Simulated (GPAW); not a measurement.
Crystal: Bi.

```
CELL_PARAMETERS angstrom
-1.98143 1.98143 1.98143
1.98143 -1.98143 1.98143
1.98143 1.98143 -1.98143
ATOMIC_POSITIONS crystal
Bi 0.00000 0.00000 0.00000
```

This isn't the form of Bi at room conditions, which is rhombohedral.

| Quantity | Value |
| --- | --- |
| Program | GPAW 26.7.0 |
| Task | relaxation of cell and atoms |
| Functional | revPBE |
| Dispersion | D4 |
| Potentials or basis | the program's PAW data sets (release 1.2.1) made for this functional |
| Cutoff | 600 eV |
| Basis | pw |
| k mesh | 9 × 9 × 9 |
| Occupations | fermi-dirac, width 0.05 eV |
| Spin | no spin polarisation |

At the start: pressure -2.0 GPa; volume 31.12 Å³/atom.

Q: Where does the relaxation end?

A: Over 3 steps the energy falls by 7.1 meV/atom and the volume is 29.94 Å³/atom (-3.8 %); space group Im-3m (No. 229, to 0.05 Å).

Step by step:
| step | energy change (eV) | largest force (eV/Å) | pressure (GPa) | volume (Å³) |
| --- | --- | --- | --- | --- |
| 1 | 0.0000 | 0.0000 | -2.05 | 31.12 |
| 2 | -0.0051 | 0.0000 | -1.16 | 30.59 |
| 3 | -0.0071 | 0.0000 | 0.03 | 29.94 |

Final structure:
```xyz
1
Lattice="-1.9561 1.9561 1.9561 1.9561 -1.9561 1.9561 1.9561 1.9561 -1.9561" Properties=species:S:1:pos:R:3 pbc="T T T"
Bi    0.0000    0.0000    0.0000
```

Caveat: later steps reuse the first step's grids; pairwise dispersion overbinds metals, which lowers pressure and volume.
